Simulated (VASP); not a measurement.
# CuO (Cccm) in VASP: settings compared, part 3 of 3

VASP 6.6.1. The steps go on from the part before.

**13. Equation of state, PBEsol, 10.61 Å³/atom (volume scaled by 0.96)**

Input file INCAR:

```
PREC     = Accurate       # precision mode
ENCUT    = 520            # plane-wave cutoff, eV
EDIFF    = 1E-7           # SCF threshold, eV
ISMEAR   = -1             # smearing method
SIGMA    = 0.05           # smearing width, eV
LREAL    = F              # projectors in reciprocal space
LASPH    = T              # aspherical terms in the spheres
NELM     = 60             # most SCF steps
ALGO     = Normal         # electronic algorithm
ISIF     = 2              # what is computed and relaxed
LWAVE    = F              # write WAVECAR
LCHARG   = F              # write CHGCAR
GGA      = PS             # functional
NBANDS   = 25             # bands
```

Input file KPOINTS:

```
regular mesh
0
Gamma
  9 9 5
```

Input file POSCAR:

```
CuO
1.0
    1.9640597285     -2.1244444051      0.0000000000
    1.9640597285      2.1244444051      0.0000000000
    0.0000000000      0.0000000000      5.0862447552
Cu O
2 2
Direct
    0.5000000000      0.0000000000      0.0000000000
    0.0000000000      0.5000000000      0.5000000000
    0.5000000000      0.5000000000      0.2500000000
    0.5000000000      0.5000000000      0.7500000000
```

Run with:

```sh
> cat potpaw_PBE.64/Cu/POTCAR potpaw_PBE.64/O/POTCAR > POTCAR
> mpirun -np 1 vasp_std > vasp.out
```

Wall time 29 s (1 thread of Intel Xeon 6975P-C (Granite Rapids), shared host); peak memory 0.2 GiB.

It converged, with:

* Free energy: -21.4785 eV
* Pressure: 1.3 GPa
* Band gap on the k mesh: none (metal or under the smearing width)

Caveat: the PAW data sets were made with another functional, which shifts forces and pressure a little; the run has no spin polarisation, though such a crystal can be magnetic; semilocal functionals often make such compounds metallic where correlation or magnetic order opens a gap, which also shifts bond lengths.

**14. Equation of state, PBEsol, 10.83 Å³/atom (volume scaled by 0.98)**

INCAR is that of step 13.

KPOINTS is that of step 13.

Input file POSCAR:

```
CuO
1.0
    1.9776053960     -2.1390962088      0.0000000000
    1.9776053960      2.1390962088      0.0000000000
    0.0000000000      0.0000000000      5.1213234137
Cu O
2 2
Direct
    0.5000000000      0.0000000000      0.0000000000
    0.0000000000      0.5000000000      0.5000000000
    0.5000000000      0.5000000000      0.2500000000
    0.5000000000      0.5000000000      0.7500000000
```

Run with:

```sh
> cat potpaw_PBE.64/Cu/POTCAR potpaw_PBE.64/O/POTCAR > POTCAR
> mpirun -np 1 vasp_std > vasp.out
```

Run time: 33 s. Hardware: 1 thread of Intel Xeon 6975P-C (Granite Rapids), shared host; peak memory 0.2 GiB.

Results (log left out):

| Quantity | Value |
| --- | --- |
| Free energy | -21.4770 eV |
| Pressure | -2.2 GPa |
| Band gap on the k mesh | none (metal or under the smearing width) |

Caveat: the PAW data sets were made with another functional, which shifts forces and pressure a little; the run has no spin polarisation, though such a crystal can be magnetic; semilocal functionals often make such compounds metallic where correlation or magnetic order opens a gap, which also shifts bond lengths.

**15. Equation of state, PBEsol, 11.27 Å³/atom (volume scaled by 1.02)**

INCAR is that of step 14.

KPOINTS is that of step 14.

Input file POSCAR:

```
CuO
1.0
    2.0041536028     -2.1678123362      0.0000000000
    2.0041536028      2.1678123362      0.0000000000
    0.0000000000      0.0000000000      5.1900742137
Cu O
2 2
Direct
    0.5000000000      0.0000000000      0.0000000000
    0.0000000000      0.5000000000      0.5000000000
    0.5000000000      0.5000000000      0.2500000000
    0.5000000000      0.5000000000      0.7500000000
```

Potentials or basis: VASP PAW PBE potentials, release 64 (Cu, O).

Run with:

```sh
> cat potpaw_PBE.64/Cu/POTCAR potpaw_PBE.64/O/POTCAR > POTCAR
> mpirun -np 1 vasp_std > vasp.out
```

It took 33 s on 1 thread of Intel Xeon 6975P-C (Granite Rapids), shared host; peak memory 0.2 GiB.

The run converged. Its results:

```yaml
Free_energy: -21.4208 eV
Pressure: -8.2 GPa
Band_gap_on_the_k_mesh: none (metal or under the smearing width)
```

Caveat: the PAW data sets were made with another functional, which shifts forces and pressure a little; the run has no spin polarisation, though such a crystal can be magnetic; semilocal functionals often make such compounds metallic where correlation or magnetic order opens a gap, which also shifts bond lengths.

**16. Equation of state, PBEsol, 11.50 Å³/atom (volume scaled by 1.04)**

INCAR is that of step 15.

KPOINTS is that of step 15.

Input file POSCAR:

```
CuO
1.0
    2.0171679519     -2.1818894341      0.0000000000
    2.0171679519      2.1818894341      0.0000000000
    0.0000000000      0.0000000000      5.2237769386
Cu O
2 2
Direct
    0.5000000000      0.0000000000      0.0000000000
    0.0000000000      0.5000000000      0.5000000000
    0.5000000000      0.5000000000      0.2500000000
    0.5000000000      0.5000000000      0.7500000000
```

Run with:

```sh
> cat potpaw_PBE.64/Cu/POTCAR potpaw_PBE.64/O/POTCAR > POTCAR
> mpirun -np 1 vasp_std > vasp.out
```

It took 30 s on 1 thread of Intel Xeon 6975P-C (Granite Rapids), shared host; peak memory 0.2 GiB.

The run converged. Its results:

```yaml
Free_energy: -21.3700 eV
Pressure: -10.6 GPa
Band_gap_on_the_k_mesh: none (metal or under the smearing width)
```

Caveat: the PAW data sets were made with another functional, which shifts forces and pressure a little; the run has no spin polarisation, though such a crystal can be magnetic; semilocal functionals often make such compounds metallic where correlation or magnetic order opens a gap, which also shifts bond lengths.

**17. Equation of state, PBEsol, 11.72 Å³/atom (volume scaled by 1.06)**

INCAR is that of step 16.

KPOINTS is that of step 16.

Input file POSCAR:

```
CuO
1.0
    2.0300165018     -2.1957871937      0.0000000000
    2.0300165018      2.1957871937      0.0000000000
    0.0000000000      0.0000000000      5.2570503003
Cu O
2 2
Direct
    0.5000000000      0.0000000000      0.0000000000
    0.0000000000      0.5000000000      0.5000000000
    0.5000000000      0.5000000000      0.2500000000
    0.5000000000      0.5000000000      0.7500000000
```

Run with:

```sh
> cat potpaw_PBE.64/Cu/POTCAR potpaw_PBE.64/O/POTCAR > POTCAR
> mpirun -np 1 vasp_std > vasp.out
```

Wall time 34 s (1 thread of Intel Xeon 6975P-C (Granite Rapids), shared host); peak memory 0.2 GiB.

Results (log left out):

```yaml
Free_energy: -21.3063 eV
Pressure: -12.8 GPa
Band_gap_on_the_k_mesh: none (metal or under the smearing width)
```

Caveat: the PAW data sets were made with another functional, which shifts forces and pressure a little; the run has no spin polarisation, though such a crystal can be magnetic; semilocal functionals often make such compounds metallic where correlation or magnetic order opens a gap, which also shifts bond lengths.

**18. Single point, PBEsol (atoms moved at random, drawn with an rms of 0.05 Å)**

INCAR is that of step 17.

KPOINTS is that of step 17.

Input file POSCAR:

```
CuO
1.0
    1.9909680000     -2.1535500000      0.0000000000
    1.9909680000      2.1535500000      0.0000000000
    0.0000000000      0.0000000000      5.1559280000
Cu O
2 2
Direct
    0.5013910000     -0.0079200000     -0.0030990000
   -0.0018270000      0.4886990000      0.4935820000
    0.4942690000      0.5071840000      0.2521270000
    0.5085040000      0.5004420000      0.7413450000
```

Potentials or basis: VASP PAW PBE potentials, release 64 (Cu, O).

Run with:

```sh
> cat potpaw_PBE.64/Cu/POTCAR potpaw_PBE.64/O/POTCAR > POTCAR
> mpirun -np 1 vasp_std > vasp.out
```

OUTCAR:

```text
PREC = Accurate
   ENCUT = 520
   EDIFF = 1E-7
   ISMEAR = -1
   LREAL = F
   LASPH = T
   NELM = 60
   ISIF = 2
   GGA = PS

 ion  position               nearest neighbor table
   1  0.501  0.992  0.997-   3 1.94   4 1.95   4 1.99   3 2.00
   2  0.998  0.489  0.494-   3 1.91   4 1.92   3 1.94   4 1.97
   3  0.494  0.507  0.252-   2 1.91   2 1.94   1 1.94   1 2.00
   4  0.509  0.500  0.741-   2 1.92   1 1.95   2 1.97   1 1.99

  LATTYP: Found a base centered orthorhombic cell.
 ALAT       =     3.9819360000
 B/A-ratio  =     1.0816597755
 C/A-ratio  =     1.2948294498

  Lattice vectors:

 A1 = (   1.9909680000,  -2.1535500000,   0.0000000000)
 A2 = (   1.9909680000,   2.1535500000,   0.0000000000)
 A3 = (   0.0000000000,   0.0000000000,   5.1559280000)

Analysis of symmetry for initial positions (statically):
=====================================================================
 Subroutine PRICEL returns:
 Original cell was already a primitive cell.

 Routine SETGRP: Setting up the symmetry group for a
 base centered orthorhombic supercell.

 Subroutine GETGRP returns: Found  1 space group operations
 (whereof  1 operations were pure point group operations)
 out of a pool of  8 trial point group operations.

The static configuration has the point symmetry C_1 .

Analysis of symmetry for dynamics (positions and initial velocities):
=====================================================================
 Subroutine PRICEL returns:
 Original cell was already a primitive cell.

 Routine SETGRP: Setting up the symmetry group for a
 base centered orthorhombic supercell.

 Subroutine GETGRP returns: Found  1 space group operations
 (whereof  1 operations were pure point group operations)
 out of a pool of  8 trial point group operations.

The dynamic configuration has the point symmetry C_1 .

[... 113 lines left out ...]
   NELECT =      34.0000    total number of electrons
   NUPDOWN=      -1.0000    fix difference up-down
   EMIN   =  10.00;   EMAX   =-10.00  energy-range for DOS
   EFERMI =   0.00;   METHOD = LEGACY
   ISMEAR =    -1;   SIGMA  =   0.05  broadening in eV -4-tet -1-fermi 0-gaus
   EFERMI_NEDOS =   21; number of points for ismear=-14 and -15
   IALGO  =     38    algorithm
   IMIX   =      4    mixing-type and parameters
     AMIX     =   0.40;   BMIX     =  1.00
     AMIX_MAG =   1.60;   BMIX_MAG =  1.00
  volume/ion in A,a.u.               =      11.05        74.59
  Fermi-wavevector in a.u.,A,eV,Ry     =   1.499854  2.834314 30.607167  2.249563
  Thomas-Fermi vector in A             =   2.611430
   LORBIT       =      0    0 simple, 1 ext, 2 COOP (PROOUT), +10 PAW based schemes
   GGA     = PS    functional components
   LHFCALC =     F    Hartree Fock is set to
   AEXX    =    0.0000 exact exchange contribution
   IVDW    =     0    specifies the selected vdW correction
   LEPSILON=     F    determine dielectric tensor
   LRPA    =     F    only Hartree local field effects (RPA)
 non-spin polarized calculation
  energy-cutoff  :      520.00
  volume of cell :       44.21
 maximum number of plane-waves:      1209
 NGX is ok and might be reduce to    24
   NGX = 11   NGY = 11   NGZ = 19

 number of electron      34.0000009 magnetization

 Free energy of the ion-electron system (eV)
  ---------------------------------------------------
  ext. energy  EPLUGINS =         0.00000000
  ---------------------------------------------------
  free energy    TOTEN  =       -21.42778144 eV

  energy without entropy =      -21.40796907  energy(sigma->0) =      -21.41787525

 E-fermi :   4.7091     XC(G=0): -11.6078

 val. band max:        4.7069159525   @ k =  -0.1111  -0.1111   0.4000
 cond. band min:       4.7146760586   @ k =   0.1111   0.2222   0.0000
 fundamental gap:      0.0077601060
 Fermi energy:         4.7090817764

 k-point     1 :       0.0000    0.0000    0.0000
  band No.  band energies     occupation
      1     -14.9898      2.00000
      2     -13.6479      2.00000
      3      -3.4248      2.00000
      4      -0.8628      2.00000
      5      -0.5212      2.00000
      6       0.9852      2.00000
[... 661 lines left out ...]
     24      15.8818      0.00000
     25      19.6077      0.00000

 [... further k-points ...]
[... 5 lines left out ...]
  --------------------------------------------------------------------------------------
  -------------------------------------------------------------------------------------
  Total       -1.0634562     -1.4532964     -1.7288239     -0.2438315      0.1015190     -0.2350968
  in kB      -38.5366626    -52.6633750    -62.6477195     -8.8357667      3.6787629     -8.5192455
  external PRESSURE =     -51.2825857 kB  Pullay stress =       0.0000000 kB

 VOLUME and BASIS-vectors are now :
 -----------------------------------------------------------------------------
  energy-cutoff  :      520.00
  volume of cell :       44.21
      direct lattice vectors                 reciprocal lattice vectors
     1.990968000 -2.153550000  0.000000000     0.251134122 -0.232174781  0.000000000
     1.990968000  2.153550000  0.000000000     0.251134122  0.232174781  0.000000000
     0.000000000  0.000000000  5.155928000     0.000000000  0.000000000  0.193951506

 POSITION                                       TOTAL-FORCE (eV/Angst)
 -----------------------------------------------------------------------------------
      2.97345      1.05672      5.13995         0.278318      0.299790     -0.090119
      2.96031     -1.09718      2.54487         0.202067      0.084589      0.251400
      1.99386      0.02781      1.29995        -0.182208     -0.309579     -0.509583
      2.00878     -0.01736      3.82232        -0.298177     -0.074800      0.348302
 -----------------------------------------------------------------------------------
    total drift:                                0.000047      0.000434     -0.000747

  FREE ENERGIE OF THE ION-ELECTRON SYSTEM (eV)
  ---------------------------------------------------
  free  energy   TOTEN  =       -21.4277814389 eV

  energy  without entropy=      -21.4079690700  energy(sigma->0) =      -21.41787525
```

stdout:

```text
POSCAR found type information on POSCAR CuO
 POSCAR found :  2 types and       4 ions
 scaLAPACK will be used
 -----------------------------------------------------------------------------
|                                                                             |
|                                                                             |
|     You enforced a specific xc type in the INCAR file but a different       |
|     I HOPE YOU KNOW WHAT YOU ARE DOING!                                     |
|                                                                             |
 -----------------------------------------------------------------------------

 LDA part: xc-table for (Slater+PW92), standard interpolation
 POSCAR, INCAR and KPOINTS ok, starting setup
 FFT: planning ... GRIDC
 FFT: planning ... GRID_SOFT
 FFT: planning ... GRID
 WAVECAR not read
 entering main loop
```

Wall time 97 s (1 thread of Intel Xeon 6975P-C (Granite Rapids), shared host); peak memory 0.3 GiB.

What came out:

- Free energy: -21.4278 eV
- Pressure: -5.1 GPa
- Largest force: 0.623 eV/Å
- Band gap on the k mesh: none (metal or under the smearing width)

Forces on the atoms (eV/Å):
```
Cu   0.278  0.300 -0.090
Cu   0.202  0.085  0.251
O   -0.182 -0.310 -0.510
O   -0.298 -0.075  0.348
```

Stress tensor (GPa, compression positive):
```
-3.85 -0.88 -0.85
-0.88 -5.27  0.37
-0.85  0.37 -6.26
```

Caveat: the PAW data sets were made with another functional, which shifts forces and pressure a little; the run has no spin polarisation, though such a crystal can be magnetic; semilocal functionals often make such compounds metallic where correlation or magnetic order opens a gap, which also shifts bond lengths.

**19. Equation of state, PBEsol**

Potentials or basis: VASP PAW PBE potentials, release 64 (Cu, O).

This step only gathers the single runs of the series.

What came out:

```
Equilibrium volume                        : 10.70 Å³/atom
Bulk modulus at fixed shape and positions : 172 GPa
Pressure derivative of the bulk modulus   : 4.7
```

Energy against volume, from the lowest point:
| volume (Å³/atom) | energy (meV/atom) |
| --- | --- |
| 10.390 | 4.78 |
| 10.611 | 0.00 |
| 10.832 | 0.39 |
| 11.053 | 5.37 |
| 11.274 | 14.43 |
| 11.496 | 27.12 |
| 11.717 | 43.05 |

Caveat: the cell was scaled at fixed shape and fractional positions, which overstates the stiffness of a crystal with free parameters, most of all of layers and chains; the PAW data sets were made with another functional, which shifts forces and pressure a little; the run has no spin polarisation, though such a crystal can be magnetic.

**20. The runs side by side**

```csv
task,level,cell,ladder,gap on the mesh (eV),pressure (GPa),V0 of scaled cells (Å³/atom),B0 (GPa),largest force (eV/Å)
single point,PBE,as given,-,none,2.1,-,-,-
single point,PBE,"atoms moved at random, drawn with an rms of 0.05 Å",-,none,2.4,-,-,0.65
equation of state,PBE,as given,-,-,-,11.22,150,-
single point,PBEsol,as given,free,none,-5.4,-,-,-
single point,PBEsol,"atoms moved at random, drawn with an rms of 0.05 Å",free,none,-5.1,-,-,0.62
equation of state,PBEsol,as given,free,-,-,10.70,172,-
```

Alike in all rows: potentials or basis VASP PAW PBE potentials, release 64 (Cu, O); no spin polarisation; k mesh 9 × 9 × 5; cutoff (eV) 520; smearing fermi-dirac 0.05 eV.

Caveats: the run has no spin polarisation, though such a crystal can be magnetic; semilocal functionals often make such compounds metallic where correlation or magnetic order opens a gap, which also shifts bond lengths (some runs); the PAW data sets were made with another functional, which shifts forces and pressure a little (some runs); the cell was scaled at fixed shape and fractional positions, which overstates the stiffness of a crystal with free parameters, most of all of layers and chains (some runs).

Total energies depend on the potentials used, so only differences within one code and one set of settings carry meaning.
